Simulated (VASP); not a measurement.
A run of VASP 6.6.1 is set up as follows.

INCAR

```
SYSTEM = H15NO6
ALGO = Normal
EDIFF = 1E-6
ENCUT = 520
GGA = PE
ISIF = 2
ISMEAR = -1
LASPH = .True.
LCHARG = .True.
LELF = .True.
LREAL = Auto
LVHAR = .True.
LWAVE = .False.
NBANDS = 45
NELM = 100
PREC = Accurate
SIGMA = 0.05
```

Contents of KPOINTS:

```
k-points
0
Gamma
  1 1 1
  0 0 0
```

File POSCAR:

```
H15NO6
1.0
    6.0276500000      0.0000000000      0.0000000000
    0.0000000000      6.0276500000      0.0000000000
    0.0000000000      0.0000000000      6.0276500000
O H N
6 15 1
Direct
    0.8570670162      0.6439491344      0.6931557074
    0.3902847710      0.5279171817      0.5671032658
    0.6721359070      1.0880359676      0.5693097642
    0.3405970818      0.7701508880      1.0981062271
    0.7178585353      0.4628337744      0.1952170415
    0.1512529759     -0.0453908240      0.4749778106
    0.9827544731      0.7375511186      0.6540193940
    0.7189203089      0.7276467612      0.6447454647
    0.3150315629      0.4266173384      0.6648196229
    0.2825811054      0.5512430217      0.4472721542
    0.7373520360      1.0283277894      0.4208107637
    0.7160170216      1.2052955961      0.6825711513
    0.2050384478      0.7072739791      1.0358763365
    0.3019584747      0.8135011157      1.2398530107
    0.7783630436      0.5155242922      0.0401814969
    0.5616450856      0.4526307931      0.1740645193
    0.1470224714      0.0859207154      0.3487428766
    0.0844773668     -0.0091080272      0.6316391960
   -0.1193168150      0.1298516005      0.9347589857
    0.1491626090      0.0649340954      1.0140602059
    0.0736605476      0.3056746825      0.9024246597
    0.0415087140      0.1418131444      0.9067547054
```

Potentials or basis: VASP PAW PBE potentials, release 64 (O, H, N).

Command:

```console
$ cat potpaw_PBE.64/O/POTCAR potpaw_PBE.64/H/POTCAR potpaw_PBE.64/N/POTCAR > POTCAR
$ mpirun -np 1 vasp_gam > vasp.out
```

Problem. Estimate the largest force.

Solution. 4.458 eV/Å.

Problem. Estimate the pressure.

Solution. -1.5 GPa.

Problem. What does it give for the band gap on the k mesh?

Solution. 3.26 eV, direct.

Stress tensor (GPa, compression positive):
```
 1.85  0.39  0.39
 0.39 -0.89  0.21
 0.39  0.21 -5.41
```
